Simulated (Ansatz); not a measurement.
**Relaxing Zr**

Theory: DFT PBE, scalar-relativistic, plane waves, PAW in Ansatz. Cutoff 420 eV, Γ-centred k mesh, Gaussian smearing, no spin polarisation in the final step.

Zr was placed on the sites of a reported C cell (R-3m, No. 166), at a guessed volume.

```
Zr
1.0
     1.51510    0.87475   13.73449
    -1.51510    0.87475   13.73449
     0.00000   -1.74949   13.73449
Zr
4
Direct
  0.05000 0.05000 0.05000
  0.95000 0.95000 0.95000
  0.28300 0.28300 0.28300
  0.71700 0.71700 0.71700
```

Cell and atoms relax at zero pressure; the relaxation can't lower the symmetry of the start. After a coarse first stage the cell is made exact in the group found at 0.06 Å.

Energies count from the standard state of Zr at the same level.

Problem. Describe the relaxed structure.

Solution. It keeps R-3m (No. 166), but not the shape of the type it started on. Conventional cell: a = 3.205 Å, c = 31.870 Å. Zr on Wyckoff site c (2 atoms of the primitive cell) has 1 Zr at 2.95 Å and 9 Zr at 3.14–3.21 Å; Zr on Wyckoff site c (2 atoms of the primitive cell) has 12 Zr at 3.14–3.21 Å.

```cif
data_structure
_symmetry_space_group_name_H-M 'R-3m:H'
_symmetry_Int_Tables_number 166
_cell_length_a 3.2055
_cell_length_b 3.2055
_cell_length_c 31.8696
_cell_angle_alpha 90.000
_cell_angle_beta 90.000
_cell_angle_gamma 120.000
_cell_volume 283.59
loop_
_atom_site_label
_atom_site_type_symbol
_atom_site_symmetry_multiplicity
_atom_site_Wyckoff_symbol
_atom_site_fract_x
_atom_site_fract_y
_atom_site_fract_z
_atom_site_occupancy
Zr1 Zr 6 c 0.33333 0.66667 0.71295 1
Zr2 Zr 6 c 0.33333 0.66667 0.87428 1
```

Problem. What are its volume, energy, density and gap?

Solution. The volume per atom is 23.63 Å³. The density is 6.41 g/cm³. The energy over the standard structure is 0.09 eV/atom and the gap on the 18×18×18 mesh is 0 eV (a metal).

The final run used a 18×18×18 mesh on its 4-atom cell and 0.10 eV smearing. For metals, differences of a few meV/atom aren't resolved. Symmetry constrained the relaxation, so the result can be a saddle point. The steps took roughly 16 core-minutes in all.

This form isn't the element's structure at ambient conditions.